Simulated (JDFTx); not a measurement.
# W (P-1) in JDFTx: convergence with smearing width

Aim: find how far smearing width must go before the results for W settle, at RPBE. This setting moves, with any that are tied to it; all else stays.

All numbers are computed with JDFTx 1.7.0 (patched build); they aren't measurements. Logs are shortened: lines on timing, memory, paths and dates and some standing lists are left out, and cuts for length are marked. The log counts tension as positive stress, the text compression.

## Step 1: The cell of the first run

The typed cell holds 1 atom: a = 2.828 Å, b = 2.953 Å, c = 2.920 Å, α = 58.77°, β = 58.41°, γ = 58.93°.

This isn't the form of W at room conditions, which is bcc.

The cell isn't the ideal one: cell strained at random at fixed volume.

## Step 2: With smearing width 0.3 eV

Contents of W.in:

```
lattice \
    0.1485551501     3.9833423597     3.9340885380 \
    3.7814383514     0.0129975363     3.8677402538 \
    3.7732407195     3.9087964436     0.0622532477
coords-type Lattice
ion W     -0.0088220000     0.0010560000    -0.0020220000 1

ion-species pseudo/W.upf
elec-cutoff 37
elec-ex-corr gga-x-rpbe gga-c-pbe
kpoint-folding 9 9 9
elec-smearing MP1 0.0055123983
elec-n-bands 13
electronic-SCF nIterations 100 energyDiffThreshold 1e-09
electronic-minimize nIterations 30 energyDiffThreshold 1e-7
forces-output-coords Cartesian

dump-name run.$VAR
dump End Ecomponents EigStats BandEigs Kpoints Forces Stress
```

Potentials or basis: PseudoDojo-SR-PBE-0.5-stringent.

Launch:

```bash
$ jdftx -c 1 -i W.in -o W.out
```

Standard output:

```text
*************** JDFTx 1.7.0 (patched build) ***************

Input parsed successfully to the following command list (including defaults):
[... the input with its defaults ...]

---------- Setting up symmetries ----------

Non-trivial transmission matrix:
[   1  -1   1  ]
[   0   1   0  ]
[  -1   0   0  ]
with reduced lattice vectors:
[     -3.785533      3.834787      0.148555  ]
[     -0.086302     -3.768441      3.781438  ]
[      3.710987      0.135556      3.773241  ]

Found 2 point-group symmetries of the bravais lattice
Found 2 space-group symmetries with basis
Applied RMS atom displacement 0 bohrs to make symmetries exact.

---------- Initializing the Grid ----------
R =
[     0.148555      3.98334      3.93409  ]
[      3.78144    0.0129975      3.86774  ]
[      3.77324       3.9088    0.0622532  ]
unit cell volume = 112.905
G =
[  -0.841283   0.841961   0.854528  ]
[   0.799051  -0.825568   0.795903  ]
[   0.819826   0.804111  -0.838135  ]
Minimum fftbox size, Smin = [  32  32  32  ]
Chosen fftbox size, S = [  32  32  32  ]

---------- Exchange Correlation functional ----------
Initialized LibXC exchange functional 'Hammer, Hansen, and Norskov'
Initialized LibXC correlation functional 'Perdew, Burke & Ernzerhof'

---------- Setting up pseudopotentials ----------
Width of ionic core gaussian charges (only for fluid interactions / plotting) set to 0

Reading pseudopotential file 'pseudo/W.upf':
  'W' pseudopotential, 'PBE' functional
  Generated using ONCVPSP code by D. R. Hamann
  14 valence electrons, 4 orbitals, 8 projectors, 1001 radial grid points, with lMax = 3
    5S    l: 0   occupation:  2.0   eigenvalue: -2.905892
    5P    l: 1   occupation:  6.0   eigenvalue: -1.587650
    5D    l: 2   occupation:  4.0   eigenvalue: -0.164649
    6S    l: 0   occupation:  2.0   eigenvalue: -0.209951
  Core radius for overlap checks: 2.00 bohrs.
[... 32 lines left out ...]
LCAOMinimize: Converged (|Delta F|<1.000000e-06 for 2 iters).

-------- Electronic minimization -----------
Will mix electronic density at each iteration.
	FillingsUpdate:  mu: +0.780905422  nElectrons: 14.000000
	FillingsUpdate:  mu: +0.774271019  nElectrons: 14.000000
SCF: Cycle:  0   F: -68.983618092891916   dF: -2.154e-02   |Residual|: 2.774e-02   |deigs|: 1.281e-01
	FillingsUpdate:  mu: +0.771647734  nElectrons: 14.000000
SCF: Cycle:  1   F: -68.984115795199074   dF: -4.977e-04   |Residual|: 1.333e-02   |deigs|: 7.385e-03
	FillingsUpdate:  mu: +0.769941790  nElectrons: 14.000000
SCF: Cycle:  2   F: -68.984175062213140   dF: -5.927e-05   |Residual|: 2.632e-03   |deigs|: 3.020e-03
	FillingsUpdate:  mu: +0.770247144  nElectrons: 14.000000
SCF: Cycle:  3   F: -68.984177509024136   dF: -2.447e-06   |Residual|: 5.490e-04   |deigs|: 6.570e-04
	FillingsUpdate:  mu: +0.770176866  nElectrons: 14.000000
SCF: Cycle:  4   F: -68.984177975504323   dF: -4.665e-07   |Residual|: 1.798e-04   |deigs|: 2.357e-04
	FillingsUpdate:  mu: +0.770166428  nElectrons: 14.000000
SCF: Cycle:  5   F: -68.984178079778573   dF: -1.043e-07   |Residual|: 6.545e-05   |deigs|: 1.792e-04
	FillingsUpdate:  mu: +0.770162792  nElectrons: 14.000000
SCF: Cycle:  6   F: -68.984178111443910   dF: -3.167e-08   |Residual|: 1.287e-05   |deigs|: 1.739e-04
	FillingsUpdate:  mu: +0.770163516  nElectrons: 14.000000
SCF: Cycle:  7   F: -68.984178119784616   dF: -8.341e-09   |Residual|: 1.255e-05   |deigs|: 1.467e-04
	FillingsUpdate:  mu: +0.770163611  nElectrons: 14.000000
SCF: Cycle:  8   F: -68.984178122503181   dF: -2.719e-09   |Residual|: 4.831e-06   |deigs|: 1.448e-04
	FillingsUpdate:  mu: +0.770164250  nElectrons: 14.000000
SCF: Cycle:  9   F: -68.984178123165023   dF: -6.618e-10   |Residual|: 2.613e-06   |deigs|: 1.181e-04
	FillingsUpdate:  mu: +0.770164054  nElectrons: 14.000000
SCF: Cycle: 10   F: -68.984178123406224   dF: -2.412e-10   |Residual|: 8.144e-07   |deigs|: 1.774e-04
SCF: Converged (|Delta E|<1.000000e-09 for 2 iters).

Setting wave functions to eigenvectors of Hamiltonian

# Stress tensor in Cartesian coordinates [Eh/a0^3]:
[  -3.0978e-05 -7.14044e-05 -0.000113959  ]
[ -7.14044e-05  4.84986e-05  0.000101611  ]
[ -0.000113959  0.000101611  0.000109605  ]

# Ionic positions in lattice coordinates:
ion W  -0.008822000000000   0.001056000000000  -0.002022000000000 1

# Forces in Cartesian coordinates:
force W   0.000000000000000   0.000000000000000   0.000000000000000 1

# Energy components:
   Eewald =      -58.5419324232609881
       EH =        8.4562006308066984
     Eloc =      -42.0653682946546041
      Enl =       12.5977752622048378
      Exc =      -16.5765989077067353
 Exc_core =        6.8756961566843859
       KE =       20.2699970415853130
-------------------------------------
     Etot =      -68.9842305343410942
       TS =       -0.0000524109348739
-------------------------------------
        F =      -68.9841781234062239

IonicMinimize: Iter:   0  F: -68.984178123406224  |grad|_K:  0.000e+00
IonicMinimize: Converged (|grad|_K<1.000000e-04).

#--- Lowdin population analysis ---
# oxidation-state W +0.142

Dumping 'run.eigStats' ...
	eMin: -1.946834 at state 0 ( [ +0.000000 +0.000000 +0.000000 ] spin 0 )
	HOMO: +0.769836 at state 301 ( [ +0.444444 +0.111111 -0.111111 ] spin 0 )
	mu  : +0.770164
	LUMO: +0.770224 at state 357 ( [ +0.444444 -0.111111 +0.111111 ] spin 0 )
	eMax: +1.552868 at state 142 ( [ +0.222222 +0.222222 +0.222222 ] spin 0 )
	HOMO-LUMO gap: +0.000388
	Optical gap  : +0.007820 at state 10 ( [ +0.000000 +0.111111 -0.444444 ] spin 0 )
Done!
```

Run time: 2.7 min. Hardware: 1 thread of Intel Xeon Platinum 8259CL at 2.50GHz (Skylake/Cascade Lake), shared host; peak memory 0.35 GiB.

What came out:

- Free energy: -1877.1551 eV
- Pressure: -1.2 GPa
- Band gap on the k mesh: none (metal or under the smearing width)

## Step 3: With smearing width 0.2 eV

W.in, as its differences from that of step 2:

```diff
@@ -11,3 +11,3 @@
 kpoint-folding 9 9 9
-elec-smearing MP1 0.0055123983
+elec-smearing MP1 0.0036749322
 elec-n-bands 13
```

Potentials or basis: PseudoDojo-SR-PBE-0.5-stringent.

Launch:

```bash
$ jdftx -c 1 -i W.in -o W.out
```

Run time: 2.8 min. Hardware: 1 thread of Intel Xeon Platinum 8259CL at 2.50GHz (Skylake/Cascade Lake), shared host; peak memory 0.35 GiB.

Results:

- Free energy: -1877.1555 eV
- Pressure: -1.2 GPa
- Band gap on the k mesh: none (metal or under the smearing width)

## Step 4: With smearing width 0.15 eV

W.in, as its differences from that of step 3:

```diff
@@ -11,3 +11,3 @@
 kpoint-folding 9 9 9
-elec-smearing MP1 0.0036749322
+elec-smearing MP1 0.0027561992
 elec-n-bands 13
```

Launch:

```bash
$ jdftx -c 1 -i W.in -o W.out
```

It took 2.7 min on 1 thread of Intel Xeon Platinum 8259CL at 2.50GHz (Skylake/Cascade Lake), shared host; peak memory 0.35 GiB.

What came out:

```yaml
Free_energy: -1877.1555 eV
Pressure: -1.1 GPa
Band_gap_on_the_k_mesh: none (metal or under the smearing width)
```

## Step 5: With smearing width 0.1 eV

W.in, as its differences from that of step 4:

```diff
@@ -11,3 +11,3 @@
 kpoint-folding 9 9 9
-elec-smearing MP1 0.0027561992
+elec-smearing MP1 0.0018374661
 elec-n-bands 13
```

Launch:

```bash
$ jdftx -c 1 -i W.in -o W.out
```

It took 2.7 min on 1 thread of Intel Xeon Platinum 8259CL at 2.50GHz (Skylake/Cascade Lake), shared host; peak memory 0.35 GiB.

What came out:

```yaml
Free_energy: -1877.1555 eV
Pressure: -1.1 GPa
Band_gap_on_the_k_mesh: none (metal or under the smearing width)
```

## Step 6: With smearing width 0.05 eV

W.in, as its differences from that of step 5:

```diff
@@ -11,3 +11,3 @@
 kpoint-folding 9 9 9
-elec-smearing MP1 0.0018374661
+elec-smearing MP1 0.00091873305
 elec-n-bands 13
```

Potentials or basis: PseudoDojo-SR-PBE-0.5-stringent.

Launch:

```bash
$ jdftx -c 1 -i W.in -o W.out
```

Run time: 2.7 min. Hardware: 1 thread of Intel Xeon Platinum 8259CL at 2.50GHz (Skylake/Cascade Lake), shared host; peak memory 0.35 GiB.

The run converged. Its results:

```
Free energy            : -1877.1557 eV
Pressure               : -1.1 GPa
Band gap on the k mesh : none (metal or under the smearing width)
```

## Step 7: With smearing width 0.025 eV

W.in, as its differences from that of step 6:

```diff
@@ -11,3 +11,3 @@
 kpoint-folding 9 9 9
-elec-smearing MP1 0.00091873305
+elec-smearing MP1 0.00045936653
 elec-n-bands 13
```

Launch:

```bash
$ jdftx -c 1 -i W.in -o W.out
```

Run time: 2.7 min. Hardware: 1 thread of Intel Xeon Platinum 8259CL at 2.50GHz (Skylake/Cascade Lake), shared host; peak memory 0.35 GiB.

It converged, with:

```
Free energy            : -1877.1557 eV
Pressure               : -1.1 GPa
Band gap on the k mesh : none (metal or under the smearing width)
```

## Step 8: With smearing width 0.01 eV

W.in, as its differences from that of step 7:

```diff
@@ -11,3 +11,3 @@
 kpoint-folding 9 9 9
-elec-smearing MP1 0.00045936653
+elec-smearing MP1 0.00018374661
 elec-n-bands 13
```

Launch:

```bash
$ jdftx -c 1 -i W.in -o W.out
```

It took 2.7 min on 1 thread of Intel Xeon Platinum 8259CL at 2.50GHz (Skylake/Cascade Lake), shared host; peak memory 0.35 GiB.

The run converged. Its results:

- Free energy: -1877.1557 eV
- Pressure: -1.2 GPa
- Band gap on the k mesh: none (metal or under the smearing width)

## Step 9: Summary

```tsv
smearing width	energy less the tightest run, at zero smearing (meV/atom)	pressure (GPa)	SCF cycles	CPU time (s)	peak memory (GiB)
0.3 eV	0.63	-1.25	11	160	0.35
0.2 eV	0.27	-1.17	11	170	0.35
0.15 eV	0.25	-1.13	11	160	0.35
0.1 eV	0.21	-1.12	11	160	0.35
0.05 eV	0.05	-1.14	11	160	0.35
0.025 eV	0.01	-1.15	11	160	0.35
0.01 eV	0.00	-1.16	11	160	0.35
```

Against the tightest run, the energy stays within 1 meV/atom from 0.3 eV on; the pressure stays within 0.1 GPa from 0.3 eV on. Narrower smearing needs a denser k mesh, so at a fixed mesh the narrowest width isn't the most accurate. The tightest run that finished is the yardstick and may itself not be fully converged.

Caveats: the potentials were made for another functional, which shifts forces and pressure.
